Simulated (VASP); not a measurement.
# CdO (Monteponite) (Fm-3m) in VASP: settings compared

One crystal, CdO (Monteponite), is run at these levels: PBE+U, B3LYP; tasks: band structure.

All numbers are computed with VASP 6.6.1; they aren't measurements. Logs are shortened: lines on timing, memory, paths and dates and some standing lists are left out, and cuts for length are marked.

## Step 1: The structure

Symmetry: Fm-3m, No. 225, cubic system. The conventional cell has a = 4.695 Å, b = 4.695 Å, c = 4.695 Å, α = 90.00°, β = 90.00°, γ = 90.00°. Cd (site symmetry m-3m) is surrounded by 6 O at 2.35 Å. O (site symmetry m-3m) has 6 Cd at 2.35 Å as nearest neighbours.

## Step 2: Band structure, PBE+U

INCAR reads:

```
SYSTEM = CdO
ALGO = Normal
EDIFF = 1E-6
ENCUT = 520
GGA = PE
ISIF = 2
ISMEAR = 0
LASPH = .TRUE.
LCHARG = .FALSE.
LDAU = .TRUE.
LDAUJ = 0 0
LDAUL = 2 -1
LDAUPRINT = 1
LDAUTYPE = 2
LDAUU = 4 0
LREAL = .FALSE.
LWAVE = .FALSE.
NBANDS = 16
NELM = 60
PREC = Accurate
SIGMA = 0.02
```

KPOINTS reads:

```
k-points
0
G
  8 8 8
  0 0 0
```

POSCAR reads:

```
CdO
1.0
    0.0000000000      2.3476500000      2.3476500000
    2.3476500000      0.0000000000      2.3476500000
    2.3476500000      2.3476500000      0.0000000000
Cd O
1 1
Direct
    0.0000000000      0.0000000000      0.0000000000
    0.5000000000      0.5000000000      0.5000000000
```

KPOINTS_OPT reads:

```
path GXWKGLUWLK,UX
20
line-mode
reciprocal
 0.0000000000  0.0000000000  0.0000000000  G
 0.5000000000  0.0000000000  0.5000000000  X

 0.5000000000  0.0000000000  0.5000000000  X
 0.5000000000  0.2500000000  0.7500000000  W

 0.5000000000  0.2500000000  0.7500000000  W
 0.3750000000  0.3750000000  0.7500000000  K

 0.3750000000  0.3750000000  0.7500000000  K
 0.0000000000  0.0000000000  0.0000000000  G

 0.0000000000  0.0000000000  0.0000000000  G
 0.5000000000  0.5000000000  0.5000000000  L

 0.5000000000  0.5000000000  0.5000000000  L
 0.6250000000  0.2500000000  0.6250000000  U

 0.6250000000  0.2500000000  0.6250000000  U
 0.5000000000  0.2500000000  0.7500000000  W

 0.5000000000  0.2500000000  0.7500000000  W
 0.5000000000  0.5000000000  0.5000000000  L

 0.5000000000  0.5000000000  0.5000000000  L
 0.3750000000  0.3750000000  0.7500000000  K

 0.6250000000  0.2500000000  0.6250000000  U
 0.5000000000  0.0000000000  0.5000000000  X
```

Potentials or basis: VASP PAW PBE potentials, release 64 (Cd, O).

The run is started by

```bash
cat potpaw_PBE.64/Cd/POTCAR potpaw_PBE.64/O/POTCAR > POTCAR
mpirun -np 1 vasp_std > vasp.out
```

OUTCAR:

```text
SYSTEM = CdO
   EDIFF = 1E-6
   ENCUT = 520
   GGA = PE
   ISIF = 2
   ISMEAR = 0
   LASPH = .TRUE.
   LREAL = .FALSE.
   NELM = 60
   PREC = Accurate

 ion  position               nearest neighbor table
   1  0.000  0.000  0.000-   2 2.35   2 2.35   2 2.35   2 2.35   2 2.35   2 2.35
   2  0.500  0.500  0.500-   1 2.35   1 2.35   1 2.35   1 2.35   1 2.35   1 2.35

  LATTYP: Found a face centered cubic cell.
 ALAT       =     4.6953000000

  Lattice vectors:

 A1 = (   0.0000000000,   2.3476500000,   2.3476500000)
 A2 = (   2.3476500000,   0.0000000000,   2.3476500000)
 A3 = (   2.3476500000,   2.3476500000,   0.0000000000)

Analysis of symmetry for initial positions (statically):
=====================================================================
 Subroutine PRICEL returns:
 Original cell was already a primitive cell.

 Routine SETGRP: Setting up the symmetry group for a
 face centered cubic supercell.

 Subroutine GETGRP returns: Found 48 space group operations
 (whereof 48 operations were pure point group operations)
 out of a pool of 48 trial point group operations.

The static configuration has the point symmetry O_h .

Analysis of symmetry for dynamics (positions and initial velocities):
=====================================================================
 Subroutine PRICEL returns:
 Original cell was already a primitive cell.

 Routine SETGRP: Setting up the symmetry group for a
 face centered cubic supercell.

 Subroutine GETGRP returns: Found 48 space group operations
 (whereof 48 operations were pure point group operations)
 out of a pool of 48 trial point group operations.

The dynamic configuration has the point symmetry O_h .

 Subroutine INISYM returns: Found 48 space group operations
 (whereof 48 operations are pure point group operations),
 and found     1 'primitive' translations

----------------------------------------------------------------------------------------

                                     Primitive cell

  volume of cell :      25.8780

  direct lattice vectors                    reciprocal lattice vectors
     0.000000000  2.347650000  2.347650000    -0.212978936  0.212978936  0.212978936
     2.347650000  0.000000000  2.347650000     0.212978936 -0.212978936  0.212978936
     2.347650000  2.347650000  0.000000000     0.212978936  0.212978936 -0.212978936

  length of vectors
     3.320078470  3.320078470  3.320078470     0.368890339  0.368890339  0.368890339

  position of ions in fractional coordinates (direct lattice)
     0.000000000  0.000000000  0.000000000
     0.500000000  0.500000000  0.500000000

  ion indices of the primitive-cell ions
   primitive index   ion index
                 1           1
                 2           2

----------------------------------------------------------------------------------------

 KPOINTS: k-points

Automatic generation of k-mesh.
 Grid dimensions read from file:
 generate k-points for:    8    8    8

 Generating k-lattice:

  Cartesian coordinates                     Fractional coordinates (reciprocal lattice)
    -0.026622367  0.026622367  0.026622367     0.125000000  0.000000000  0.000000000
     0.026622367 -0.026622367  0.026622367     0.000000000  0.125000000  0.000000000
     0.026622367  0.026622367 -0.026622367     0.000000000  0.000000000  0.125000000

  Length of vectors
     0.046111292  0.046111292  0.046111292

  Shift w.r.t. Gamma in fractional coordinates (k-lattice)
     0.000000000  0.000000000  0.000000000

 Subroutine IBZKPT returns following result:
[... 38 lines left out ...]
   NGXF,Y,Z  is equivalent  to a cutoff of  28.04, 28.04, 28.04 a.u.
 SYSTEM =  CdO
   PREC   = accura    normal or accurate (medium, high low for compatibility)
   ISTART =      0    job   : 0-new  1-cont  2-samecut
   ICHARG =      2    charge: 1-file 2-atom 10-const
   ISPIN  =      1    spin polarized calculation?
   LNONCOLLINEAR =      F non collinear calculations
   LSORBIT =      F    spin-orbit coupling
   LASPH  =      T    aspherical Exc in radial PAW
   ENCUT  =  520.0 eV  38.22 Ry    6.18 a.u.   6.17  6.17  6.17*2*pi/ulx,y,z
   NELM   =     60;   NELMIN=  2; NELMDL= -5     # of ELM steps
   EDIFF  = 0.1E-05   stopping-criterion for ELM
   LREAL  =      F    real-space projection
   EDIFFG = 0.1E-04   stopping-criterion for IOM
   NSW    =      0    number of steps for IOM
   IBRION =     -1    ionic relax: 0-MD 1-quasi-New 2-CG
   NFREE  =      0    steps in history (QN), initial steepest desc. (CG)
   ISIF   =      2    stress and relaxation
   ISYM   =      2    0-nonsym 1-usesym 2-fastsym
   POTIM  = 0.5000    time-step for ionic-motion
   TEBEG  =    0.0;   TEEND  =   0.0 temperature during run
   PSTRESS=    0.0 pullay stress
   NELECT =      18.0000    total number of electrons
   NUPDOWN=      -1.0000    fix difference up-down
   EMIN   =  10.00;   EMAX   =-10.00  energy-range for DOS
   EFERMI =   0.00;   METHOD = LEGACY
   ISMEAR =     0;   SIGMA  =   0.02  broadening in eV -4-tet -1-fermi 0-gaus
   EFERMI_NEDOS =   21; number of points for ismear=-14 and -15
   IALGO  =     38    algorithm
   IMIX   =      4    mixing-type and parameters
     AMIX     =   0.40;   BMIX     =  1.00
     AMIX_MAG =   1.60;   BMIX_MAG =  1.00
  volume/ion in A,a.u.               =      12.94        87.32
  Fermi-wavevector in a.u.,A,eV,Ry     =   1.450515  2.741076 28.626585  2.103995
  Thomas-Fermi vector in A             =   2.568118
   LORBIT       =      0    0 simple, 1 ext, 2 COOP (PROOUT), +10 PAW based schemes
 LDA+U is selected, type is set to LDAUTYPE =  2
   angular momentum for each species LDAUL =     2   -1
   U (eV)           for each species LDAUU =   4.0  0.0
   J (eV)           for each species LDAUJ =   0.0  0.0
   GGA     = PE    functional components
   LHFCALC =     F    Hartree Fock is set to
   AEXX    =    0.0000 exact exchange contribution
   IVDW    =     0    specifies the selected vdW correction
   LEPSILON=     F    determine dielectric tensor
   LRPA    =     F    only Hartree local field effects (RPA)
 non-spin polarized calculation
 Gauss-broadening in eV      SIGMA  =   0.02
  energy-cutoff  :      520.00
  volume of cell :       25.88
 maximum number of plane-waves:       725
 NGX is ok and might be reduce to    28
   NGX = 13   NGY = 13   NGZ = 13

atom =   1  type =  1  l = 2

 onsite density matrix

spin component  1

  0.9794  0.0000  0.0000  0.0000 -0.0000
  0.0000  0.9794  0.0000  0.0000  0.0000
  0.0000  0.0000  1.0024  0.0000 -0.0000
  0.0000  0.0000  0.0000  0.9794 -0.0000
 -0.0000  0.0000 -0.0000 -0.0000  1.0024

spin component  2

  0.9794  0.0000  0.0000  0.0000 -0.0000
  0.0000  0.9794  0.0000  0.0000  0.0000
  0.0000  0.0000  1.0024  0.0000 -0.0000
  0.0000  0.0000  0.0000  0.9794 -0.0000
 -0.0000  0.0000 -0.0000 -0.0000  1.0024

 occupancies and eigenvectors

  o =  0.9794  v =  1.0000  0.0000  0.0000  0.0000  0.0000  0.0000  0.0000  0.0000  0.0000  0.0000      0.0000  0.0000  0.0000  0.0000  0.0000  0.0000  0.0000  0.0000  0.0000  0.0000
  o =  0.9794  v =  0.0000  0.0000  0.0000  0.0000  0.0000  1.0000  0.0000  0.0000  0.0000  0.0000      0.0000  0.0000  0.0000  0.0000  0.0000  0.0000  0.0000  0.0000  0.0000  0.0000
  o =  0.9794  v =  0.0000  0.7797  0.0000  0.6262 -0.0000  0.0000  0.0000  0.0000  0.0000  0.0000      0.0000  0.0000  0.0000  0.0000  0.0000  0.0000  0.0000  0.0000  0.0000  0.0000
  o =  0.9794  v =  0.0000  0.0000  0.0000  0.0000  0.0000  0.0000  0.7797  0.0000  0.6262 -0.0000      0.0000  0.0000  0.0000  0.0000  0.0000  0.0000  0.0000  0.0000  0.0000  0.0000
  o =  0.9794  v =  0.0000  0.6262  0.0000 -0.7797  0.0000  0.0000  0.0000  0.0000  0.0000  0.0000      0.0000  0.0000  0.0000  0.0000  0.0000  0.0000  0.0000  0.0000  0.0000  0.0000
  o =  0.9794  v =  0.0000  0.0000  0.0000  0.0000  0.0000  0.0000  0.6262  0.0000 -0.7797  0.0000      0.0000  0.0000  0.0000  0.0000  0.0000  0.0000  0.0000  0.0000  0.0000  0.0000
  o =  1.0024  v =  0.0000  0.0000  0.0000  0.0000  0.0000  0.0000  0.0000 -1.0000 -0.0000  0.0026      0.0000  0.0000  0.0000  0.0000  0.0000  0.0000  0.0000  0.0000  0.0000  0.0000
  o =  1.0024  v =  0.0000  0.0000 -1.0000 -0.0000  0.0026  0.0000  0.0000  0.0000  0.0000  0.0000      0.0000  0.0000  0.0000  0.0000  0.0000  0.0000  0.0000  0.0000  0.0000  0.0000
  o =  1.0024  v =  0.0000  0.0000  0.0000  0.0000  0.0000  0.0000 -0.0000 -0.0026 -0.0000 -1.0000      0.0000  0.0000  0.0000  0.0000  0.0000  0.0000  0.0000  0.0000  0.0000  0.0000
  o =  1.0024  v =  0.0000 -0.0000 -0.0026 -0.0000 -1.0000  0.0000  0.0000  0.0000  0.0000  0.0000      0.0000  0.0000  0.0000  0.0000  0.0000  0.0000  0.0000  0.0000  0.0000  0.0000

 number of electron      18.0000003 magnetization

 Free energy of the ion-electron system (eV)
  ---------------------------------------------------
  ext. energy  EPLUGINS =         0.00000000
  ---------------------------------------------------
  free energy    TOTEN  =        -7.26621730 eV

  energy without entropy =       -7.26612547  energy(sigma->0) =       -7.26617138

 E-fermi :   1.6995     XC(G=0): -11.6711

 val. band max:        1.6831667700   @ k =   0.5000   0.0000   0.0000
 cond. band min:       3.0083529693   @ k =   0.1250   0.0000   0.0000
 fundamental gap:      1.3251861992
 Fermi energy:         1.6995233214

 k-point     1 :       0.0000    0.0000    0.0000
  band No.  band energies     occupation
      1     -15.3681      2.00000
      2      -6.4786      2.00000
      3      -6.4786      2.00000
      4      -6.4786      2.00000
      5      -6.2926      2.00000
      6      -6.2926      2.00000
[... 433 lines left out ...]
      3      -6.6479      2.00000
      4      -6.6318      2.00000
      5      -5.9753      2.00000
      6      -5.9679      2.00000
[... 8 lines left out ...]
     15      21.1239      0.00000
     16      24.7151      0.00000

 [... further k-points ...]

------------------------ aborting loop because EDIFF is reached ----------------------------------------

  FORCE on cell =-STRESS in cart. coord.  units (eV):
  Direction    XX          YY          ZZ          XY          YZ          ZX
  --------------------------------------------------------------------------------------
  -------------------------------------------------------------------------------------
  Total        0.6615847      0.6615847      0.6615847      0.0000000      0.0000000     -0.0000000
  in kB       40.9605673     40.9605673     40.9605673      0.0000000      0.0000000     -0.0000000
  external PRESSURE =      40.9605673 kB  Pullay stress =       0.0000000 kB

 VOLUME and BASIS-vectors are now :
 -----------------------------------------------------------------------------
  energy-cutoff  :      520.00
  volume of cell :       25.88
      direct lattice vectors                 reciprocal lattice vectors
     0.000000000  2.347650000  2.347650000    -0.212978936  0.212978936  0.212978936
     2.347650000  0.000000000  2.347650000     0.212978936 -0.212978936  0.212978936
     2.347650000  2.347650000  0.000000000     0.212978936  0.212978936 -0.212978936

 POSITION                                       TOTAL-FORCE (eV/Angst)
 -----------------------------------------------------------------------------------
      0.00000      0.00000      0.00000        -0.000000      0.000000      0.000000
      2.34765      2.34765      2.34765         0.000000     -0.000000     -0.000000
 -----------------------------------------------------------------------------------
    total drift:                                0.000000      0.000000      0.000000

  FREE ENERGIE OF THE ION-ELECTRON SYSTEM (eV)
  ---------------------------------------------------
  free  energy   TOTEN  =        -7.2662172974 eV

  energy  without entropy=       -7.2661254671  energy(sigma->0) =       -7.26617138
```

Run time: 44 s. Hardware: 1 thread of Intel Xeon Platinum 8488C (Sapphire Rapids), shared host; peak memory 0.16 GiB.

What came out:

```yaml
Free_energy: -7.2662 eV
Pressure: 4.1 GPa
Band_gap_along_the_path: none (metal or under the smearing width)
```

Levels at the corners of the path, in eV from the Fermi level:
```
point  band 7  band 8  band 9  band 10  band 11  band 12
    Γ   -1.03   -1.03   -1.03    -0.03    15.40    16.57
    X   -4.00   -1.99   -1.99     4.29     8.93    10.92
    X   -4.00   -1.99   -1.99     4.29     8.93    10.92
    W   -2.80   -2.80   -1.81     6.38     9.20     9.20
    W   -2.80   -2.80   -1.81     6.38     9.20     9.20
    K   -3.24   -2.74   -1.15     5.84     8.83     8.99
    K   -3.24   -2.74   -1.15     5.84     8.83     8.99
    Γ   -1.03   -1.03   -1.03    -0.03    15.40    16.57
    Γ   -1.03   -1.03   -1.03    -0.03    15.40    16.57
    L   -3.95   -0.02   -0.02     4.85     7.66    12.37
    L   -3.95   -0.02   -0.02     4.85     7.66    12.37
    U   -3.24   -2.74   -1.15     5.84     8.83     8.99
    U   -3.24   -2.74   -1.15     5.84     8.83     8.99
    W   -2.80   -2.80   -1.81     6.38     9.20     9.20
    W   -2.80   -2.80   -1.81     6.38     9.20     9.20
    L   -3.95   -0.02   -0.02     4.85     7.66    12.37
    L   -3.95   -0.02   -0.02     4.85     7.66    12.37
    K   -3.24   -2.74   -1.15     5.84     8.83     8.99
    U   -3.24   -2.74   -1.15     5.84     8.83     8.99
    X   -4.00   -1.99   -1.99     4.29     8.93    10.92
```

Eigenvalues of the final occupation matrices:
```csv
site,spin,trace,eigenvalues
site 1 d,1,4.94,0.98 0.98 0.98 1.00 1.00
site 1 d,2,4.94,0.98 0.98 0.98 1.00 1.00
```

Caveat: U without spin polarisation on a metal has little footing.

## Step 3: Band structure, B3LYP

POSCAR is that of step 2.

INCAR.step1 reads:

```
PREC = Accurate
ENCUT = 520
EDIFF = 1E-5
ISMEAR = 0
SIGMA = 0.02
LREAL = False
LASPH = True
NELM = 80
ALGO = Normal
ISIF = 2
LWAVE = True
LCHARG = False
NBANDS = 16
GGA = PE
```

INCAR.step2 reads:

```
PREC = Accurate
ENCUT = 520
EDIFF = 1E-6
ISMEAR = 0
SIGMA = 0.02
LREAL = False
LASPH = True
NELM = 80
ALGO = Normal
ISIF = 2
LWAVE = False
LCHARG = False
GGA = B3
LHFCALC = True
AEXX = 0.2
AGGAX = 0.72
AGGAC = 0.81
ALDAC = 0.19
PRECFOCK = Normal
NBANDS = 16
ISTART = 1
HFRCUT = -1
```

KPOINTS reads:

```
Automatic mesh
0
Gamma
  4 4 4
```

KPOINTS_OPT, as its differences from that of step 2:

```diff
@@ -1,3 +1,3 @@
 path GXWKGLUWLK,UX
-20
+8
 line-mode
```

Potentials or basis: VASP PAW PBE potentials, release 64 (Cd, O).

The run is started by

```bash
cat potpaw_PBE.64/Cd/POTCAR potpaw_PBE.64/O/POTCAR > POTCAR
cp INCAR.step1 INCAR
mpirun -np 1 vasp_std > vasp.out
cp INCAR.step2 INCAR
mpirun -np 1 vasp_std > vasp.out
```

Wall time 17 min (1 thread of Intel Xeon 6975P-C (Granite Rapids), shared host); peak memory 0.16 GiB.

The run converged. Its results:

```
Free energy             : -9.3196 eV
Pressure                : 8.1 GPa
Band gap on the k mesh  : 1.37 eV, indirect (least direct gap 2.71 eV)
Band gap along the path : 1.37 eV, indirect (least direct gap 2.71 eV)
```

Levels at the corners of the path, in eV from the valence-band top:
```csv
point,band 6,band 7,band 8,band 9,band 10,band 11,band 12,band 13
Γ,-7.17,-1.34,-1.34,-1.34,1.37,17.39,19.31,19.31
X,-6.42,-4.48,-2.40,-2.40,5.82,10.89,13.43,15.75
X,-6.42,-4.48,-2.40,-2.40,5.82,10.89,13.43,15.75
W,-6.54,-3.14,-3.14,-1.91,8.03,11.21,11.21,12.92
W,-6.54,-3.14,-3.14,-1.91,8.03,11.21,11.21,12.92
K,-6.72,-3.57,-3.00,-1.32,7.43,10.83,10.95,15.25
K,-6.72,-3.57,-3.00,-1.32,7.43,10.83,10.95,15.25
Γ,-7.17,-1.34,-1.34,-1.34,1.37,17.39,19.31,19.31
Γ,-7.17,-1.34,-1.34,-1.34,1.37,17.39,19.31,19.31
L,-6.89,-4.08,0.00,0.00,6.46,9.58,14.08,14.08
L,-6.89,-4.08,0.00,0.00,6.46,9.58,14.08,14.08
U,-6.72,-3.57,-3.00,-1.32,7.43,10.83,10.95,15.25
U,-6.72,-3.57,-3.00,-1.32,7.43,10.83,10.95,15.25
W,-6.54,-3.14,-3.14,-1.91,8.03,11.21,11.21,12.92
W,-6.54,-3.14,-3.14,-1.91,8.03,11.21,11.21,12.92
L,-6.89,-4.08,0.00,0.00,6.46,9.58,14.08,14.08
L,-6.89,-4.08,0.00,0.00,6.46,9.58,14.08,14.08
K,-6.72,-3.57,-3.00,-1.32,7.43,10.83,10.95,15.25
U,-6.72,-3.57,-3.00,-1.32,7.43,10.83,10.95,15.25
X,-6.42,-4.48,-2.40,-2.40,5.82,10.89,13.43,15.75
```

Caveat: the k mesh is coarse (spacing up to 0.58 Å⁻¹), so the values aren't converged, least of all with exact exchange; the PAW data sets were made with another functional, which shifts forces and pressure a little.
